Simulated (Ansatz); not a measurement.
SnSe: energy along a strain

SnSe, Fm-3m, a = 6.020 Å (as given, not relaxed at this level: -1.9 GPa). This isn't the usual stable structure of the compound. Ansatz: PBEsol, PAW, 420 eV, Γ-centred 8×8×8 mesh on 2 atoms, Gaussian smearing 0.05 eV; no spin polarisation. Cell vectors (Å): 0.000 3.010 3.010; 3.010 0.000 3.010; 3.010 3.010 0.000. The cell is strained by x per cent times the pattern (0 0 1 0 0 0) in the order xx yy zz yz xz xy (engineering shears), with fractional coordinates held. y is the free energy over the start, V0 = 27.271 Å³/atom.

| x (%) | y (meV/atom) |
| --- | --- |
| -4.00 | 6.80 |
| -3.00 | 0.88 |
| -2.00 | -2.01 |
| -1.00 | ? |
| 0.00 | 0.00 |
| 1.00 | 4.30 |
| 2.00 | 10.45 |
| 3.00 | 18.19 |
| 3.50 | 22.59 |
| 4.00 | 27.32 |

Question: Fit y = c1 x + c2 x² + c3 x³ to the other rows, get the stiffness along the pattern, and predict the missing energy.

Answer: Least squares on the rows shown. y = 3.2949 x + 1.0639 x² − 0.045673 x³. The clamped-ion stiffness p·C·p = 2 × 10.64 eV × 160.2 / 27.271 Å³ = 125 GPa, which is C33 in these axes (C11 of the cubic crystal) (second derivative at the start, which stands under stress). At x = -1.00 the fit asked for gives -2.19 meV/atom. The run gave -2.20 meV/atom, so the fit is 0.01 meV/atom too high, within the rms miss on the fitted rows (0.03 meV/atom).